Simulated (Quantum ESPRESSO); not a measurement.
The system is HgTe (Coloradoite).

```xyz
2
Lattice="0.0000 3.2145 3.2145 3.2145 0.0000 3.2145 3.2145 3.2145 0.0000" Properties=species:S:1:pos:R:3 pbc="T T T"
Hg    0.0000    0.0000    0.0000
Te    4.8217    4.8217    4.8217
```

Base run:

```yaml
Program: Quantum ESPRESSO 7.5
Functional: PBE
Potentials_or_basis: SG15 PBE 1.2
Cutoff: 952 eV
Density_cutoff: 3810 eV
k_mesh: 7 × 7 × 7
Occupations: fermi-dirac, width 0.05 eV
Spin: no spin polarisation
```

Its results: band gap on the k mesh none (metal or under the smearing width); pressure 4.6 GPa.

Question: After a change of settings the same cell gave: band gap on the k mesh none (metal or under the smearing width); pressure 10.0 GPa. Which change was it?
A. k mesh from 7 × 7 × 7 to 2 × 2 × 2
B. functional from PBE to PBEsol; potentials or basis from SG15 PBE 1.2 to GBRV 1.5 PBEsol; cutoff from 952 eV to 612 eV; density cutoff from 3810 eV to 4898 eV; valence electrons from 36 to 18
C. potentials or basis from SG15 PBE 1.2 to SSSP 1.3 efficiency PBE; cutoff from 952 eV to 816 eV; density cutoff from 3810 eV to 5987 eV; valence electrons from 36 to 26
D. potentials or basis from SG15 PBE 1.2 to PseudoDojo 0.4 FR PBE standard; cutoff from 952 eV to 1088 eV; density cutoff from 3810 eV to 4354 eV; spin from no spin polarisation to spin-orbit coupling, no magnetisation

Answer: A.

Caveats: some runs use coarse meshes.

Not every run made on this cell is shown here.
